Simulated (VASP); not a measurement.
# CaS (Oldhamite) (Fm-3m) in VASP: notebook

Aim: see how the results for CaS (Oldhamite) move with the level of theory and the settings. Levels: PBEsol, PBE. Tasks: equation of state.

All numbers are computed with VASP 6.6.1; they aren't measurements. Logs are shortened: lines on timing, memory, paths and dates and some standing lists are left out, and cuts for length are marked.

## 1. The crystal as given

It takes space group Fm-3m (No. 225, cubic). The conventional cell has a = 5.686 Å, b = 5.686 Å, c = 5.686 Å, α = 90.00°, β = 90.00°, γ = 90.00°. Ca (site symmetry m-3m) is surrounded by 6 S at 2.84 Å. S (site symmetry m-3m) has 6 Ca at 2.84 Å as nearest neighbours.

## 2. Equation of state, PBEsol, 21.60 Å³/atom (volume scaled by 0.94)

INCAR

```
SYSTEM = CaS
PREC = Accurate
ENCUT = 520
EDIFF = 1E-7
ISMEAR = -1
SIGMA = 0.05
LREAL = .False.
LASPH = .True.
NELM = 100
ALGO = Normal
ISIF = 2
LWAVE = .False.
LCHARG = .False.
GGA = PS
NBANDS = 15
```

KPOINTS

```
regular mesh
0
Gamma
  8 8 8
  0 0 0
```

POSCAR

```
CaS
1.0
    0.0000000000      2.7849633071      2.7849633071
    2.7849633071      0.0000000000      2.7849633071
    2.7849633071      2.7849633071      0.0000000000
Ca S
1 1
Direct
    0.0000000000      0.0000000000      0.0000000000
    0.5000000000      0.5000000000      0.5000000000
```

Potentials or basis: VASP PAW PBE potentials, release 64 (Ca_sv, S).

Started as:

```console
cat potpaw_PBE.64/Ca_sv/POTCAR potpaw_PBE.64/S/POTCAR > POTCAR
mpirun -np 1 vasp_std > vasp.out
```

OUTCAR:

```text
SYSTEM = CaS
   PREC = Accurate
   ENCUT = 520
   EDIFF = 1E-7
   ISMEAR = -1
   LREAL = .False.
   LASPH = .True.
   NELM = 100
   ISIF = 2
   GGA = PS

 Found     29 irreducible k-points:

 Following reciprocal coordinates:
            Coordinates               Weight
  0.000000  0.000000  0.000000      1.000000
  0.125000  0.000000  0.000000      8.000000
  0.250000  0.000000  0.000000      8.000000
  0.375000  0.000000  0.000000      8.000000
  0.500000  0.000000  0.000000      4.000000
  0.125000  0.125000  0.000000      6.000000
   k-points           NKPTS =     29   k-points in BZ     NKDIM =     29   number of bands    NBANDS=     15
   number of dos      NEDOS =    301   number of ions     NIONS =      2
   total plane-waves  NPLWV =  27000
   dimension x,y,z NGX =    30 NGY =   30 NGZ =   30
   dimension x,y,z NGXF=    60 NGYF=   60 NGZF=   60
   ions per type =               1   1
   NGX,Y,Z   is equivalent  to a cutoff of  12.66, 12.66, 12.66 a.u.
   NGXF,Y,Z  is equivalent  to a cutoff of  25.33, 25.33, 25.33 a.u.
 SYSTEM =  CaS
   PREC   = accura    normal or accurate (medium, high low for compatibility)
   ISTART =      0    job   : 0-new  1-cont  2-samecut
   ICHARG =      2    charge: 1-file 2-atom 10-const
   ISPIN  =      1    spin polarized calculation?
   LNONCOLLINEAR =      F non collinear calculations
   LSORBIT =      F    spin-orbit coupling
   LASPH  =      T    aspherical Exc in radial PAW
   ENCUT  =  520.0 eV  38.22 Ry    6.18 a.u.   7.32  7.32  7.32*2*pi/ulx,y,z
   NELM   =    100;   NELMIN=  2; NELMDL= -5     # of ELM steps
   EDIFF  = 0.1E-06   stopping-criterion for ELM
   LREAL  =      F    real-space projection
   EDIFFG = 0.1E-05   stopping-criterion for IOM
   NSW    =      0    number of steps for IOM
   IBRION =     -1    ionic relax: 0-MD 1-quasi-New 2-CG
   NFREE  =      0    steps in history (QN), initial steepest desc. (CG)
   ISIF   =      2    stress and relaxation
   ISYM   =      2    0-nonsym 1-usesym 2-fastsym
   POTIM  = 0.5000    time-step for ionic-motion
   TEBEG  =    0.0;   TEEND  =   0.0 temperature during run
   PSTRESS=    0.0 pullay stress
   NELECT =      16.0000    total number of electrons
   NUPDOWN=      -1.0000    fix difference up-down
   EMIN   =  10.00;   EMAX   =-10.00  energy-range for DOS
   EFERMI =   0.00;   METHOD = LEGACY
   ISMEAR =    -1;   SIGMA  =   0.05  broadening in eV -4-tet -1-fermi 0-gaus
   EFERMI_NEDOS =   21; number of points for ismear=-14 and -15
   IALGO  =     38    algorithm
   IMIX   =      4    mixing-type and parameters
     AMIX     =   0.40;   BMIX     =  1.00
     AMIX_MAG =   1.60;   BMIX_MAG =  1.00
  volume/ion in A,a.u.               =      21.60       145.77
  Fermi-wavevector in a.u.,A,eV,Ry     =   1.175670  2.221694 18.805964  1.382199
  Thomas-Fermi vector in A             =   2.312047
   LORBIT       =      0    0 simple, 1 ext, 2 COOP (PROOUT), +10 PAW based schemes
   GGA     = PS    functional components
   LHFCALC =     F    Hartree Fock is set to
   AEXX    =    0.0000 exact exchange contribution
   IVDW    =     0    specifies the selected vdW correction
   LEPSILON=     F    determine dielectric tensor
   LRPA    =     F    only Hartree local field effects (RPA)
 non-spin polarized calculation
  energy-cutoff  :      520.00
  volume of cell :       43.20
 maximum number of plane-waves:      1211
 NGX is ok and might be reduce to    30
   NGX = 15   NGY = 15   NGZ = 15

 number of electron      15.9999997 magnetization

 Free energy of the ion-electron system (eV)
  ---------------------------------------------------
  ext. energy  EPLUGINS =         0.00000000
  ---------------------------------------------------
  free energy    TOTEN  =       -10.90370558 eV

  energy without entropy =      -10.90370558  energy(sigma->0) =      -10.90370558

 E-fermi :   4.0868     XC(G=0):  -9.7991

 val. band max:        3.1415553375   @ k =   0.0000   0.0000   0.0000
 cond. band min:       5.2017113696   @ k =   0.5000   0.5000   0.0000
 fundamental gap:      2.0601560321
 Fermi energy:         4.0867562156

 k-point     1 :       0.0000    0.0000    0.0000
  band No.  band energies     occupation
      1     -35.6340      2.00000
      2     -16.7052      2.00000
      3     -16.7052      2.00000
      4     -16.7052      2.00000
      5      -8.4202      2.00000
      6       3.1416      2.00000
      7       3.1416      2.00000
      8       3.1416      2.00000
      9       7.1974      0.00000
     10       7.1974      0.00000
     11       7.1974      0.00000
     12       7.5368      0.00000
     13       7.8877      0.00000
     14       7.8877      0.00000
     15      13.9253      0.00000

 k-point     2 :       0.1250    0.0000    0.0000
  band No.  band energies     occupation
      1     -35.6315      2.00000
      2     -16.7412      2.00000
      3     -16.7077      2.00000
      4     -16.7077      2.00000
      5      -8.2897      2.00000
      6       2.4157      2.00000
      7       2.8761      2.00000
      8       2.8761      2.00000
      9       7.2278      0.00000
     10       7.4519      0.00000
     11       7.4519      0.00000
     12       8.3206      0.00000
     13       8.3525      0.00000
     14       8.3525      0.00000
     15      14.2303      0.00000

 k-point     3 :       0.2500    0.0000    0.0000
  band No.  band energies     occupation
      1     -35.6255      2.00000
      2     -16.8260      2.00000
      3     -16.7139      2.00000
      4     -16.7139      2.00000
      5      -7.9578      2.00000
      6       1.1407      2.00000
      7       2.3668      2.00000
      8       2.3668      2.00000
      9       7.3605      0.00000
     10       8.0955      0.00000
     11       8.0955      0.00000
     12       9.4947      0.00000
     13       9.4947      0.00000
     14       9.7139      0.00000
     15      13.8302      0.00000

 k-point     4 :       0.3750    0.0000    0.0000
  band No.  band energies     occupation
      1     -35.6195      2.00000
      2     -16.9078      2.00000
      3     -16.7200      2.00000
      4     -16.7200      2.00000
      5      -7.5939      2.00000
      6       0.1249      2.00000
      7       1.9643      2.00000
      8       1.9643      2.00000
      9       7.8166      0.00000
     10       8.9661      0.00000
     11       8.9661      0.00000
     12       9.9581      0.00000
     13      10.7921      0.00000
     14      10.7921      0.00000
     15      13.2744      0.00000

 k-point     5 :       0.5000    0.0000    0.0000
  band No.  band energies     occupation
      1     -35.6170      2.00000
      2     -16.9409      2.00000
      3     -16.7225      2.00000
      4     -16.7225      2.00000
      5      -7.4303      2.00000
      6      -0.2627      2.00000
      7       1.8177      2.00000
      8       1.8177      2.00000
      9       8.3264      0.00000
     10       9.3756      0.00000
     11       9.5072      0.00000
     12       9.5072      0.00000
     13      11.7379      0.00000
     14      11.7379      0.00000
     15      12.0964      0.00000

 k-point     6 :       0.1250    0.1250    0.0000
  band No.  band energies     occupation
      1     -35.6307      2.00000
      2     -16.7392      2.00000
      3     -16.7149      2.00000
      4     -16.7149      2.00000
      5      -8.2558      2.00000
      6       2.1433      2.00000
      7       2.9134      2.00000
      8       2.9134      2.00000
      9       6.7895      0.00000
     10       7.8329      0.00000
     11       7.8329      0.00000
     12       7.9042      0.00000
     13       8.0114      0.00000
     14       9.3208      0.00000
     15      14.4324      0.00000

 [... further k-points ...]
[... 5 lines left out ...]
  --------------------------------------------------------------------------------------
  -------------------------------------------------------------------------------------
  Total        0.6638576      0.6638576      0.6638576      0.0000000     -0.0000000     -0.0000000
  in kB       24.6205107     24.6205107     24.6205107      0.0000000     -0.0000000     -0.0000000
  external PRESSURE =      24.6205107 kB  Pullay stress =       0.0000000 kB

 VOLUME and BASIS-vectors are now :
 -----------------------------------------------------------------------------
  energy-cutoff  :      520.00
  volume of cell :       43.20
      direct lattice vectors                 reciprocal lattice vectors
     0.000000000  2.784963307  2.784963307    -0.179535579  0.179535579  0.179535579
     2.784963307  0.000000000  2.784963307     0.179535579 -0.179535579  0.179535579
     2.784963307  2.784963307  0.000000000     0.179535579  0.179535579 -0.179535579

 POSITION                                       TOTAL-FORCE (eV/Angst)
 -----------------------------------------------------------------------------------
      0.00000      0.00000      0.00000         0.000000     -0.000000     -0.000000
      2.78496      2.78496      2.78496        -0.000000      0.000000      0.000000
 -----------------------------------------------------------------------------------
    total drift:                               -0.000000      0.000000      0.000000

  FREE ENERGIE OF THE ION-ELECTRON SYSTEM (eV)
  ---------------------------------------------------
  free  energy   TOTEN  =       -10.9037055844 eV

  energy  without entropy=      -10.9037055843  energy(sigma->0) =      -10.90370558
```

It took 16 s on 1 thread of Intel Xeon Platinum 8488C (Sapphire Rapids), shared host; peak memory 0.17 GiB.

What came out:

```
Free energy            : -10.9037 eV
Pressure               : 2.5 GPa
Band gap on the k mesh : 2.06 eV, indirect (least direct gap 2.93 eV)
```

Caveat: the PAW data sets were made with another functional, which shifts forces and pressure a little.

## 3. Equation of state, PBEsol, 22.06 Å³/atom (volume scaled by 0.96)

INCAR is that of step 2.

KPOINTS is that of step 2.

POSCAR

```
CaS
1.0
    0.0000000000      2.8045763709      2.8045763709
    2.8045763709      0.0000000000      2.8045763709
    2.8045763709      2.8045763709      0.0000000000
Ca S
1 1
Direct
    0.0000000000      0.0000000000      0.0000000000
    0.5000000000      0.5000000000      0.5000000000
```

Potentials or basis: VASP PAW PBE potentials, release 64 (Ca_sv, S).

Started as:

```console
cat potpaw_PBE.64/Ca_sv/POTCAR potpaw_PBE.64/S/POTCAR > POTCAR
mpirun -np 1 vasp_std > vasp.out
```

Wall time 17 s (1 thread of Intel Xeon Platinum 8488C (Sapphire Rapids), shared host); peak memory 0.17 GiB.

The run converged. Its results:

- Free energy: -10.9140 eV
- Pressure: 1.0 GPa
- Band gap on the k mesh: 2.12 eV, indirect (least direct gap 2.97 eV)

Caveat: the PAW data sets were made with another functional, which shifts forces and pressure a little.

(Part 1 of 2 ends here.)
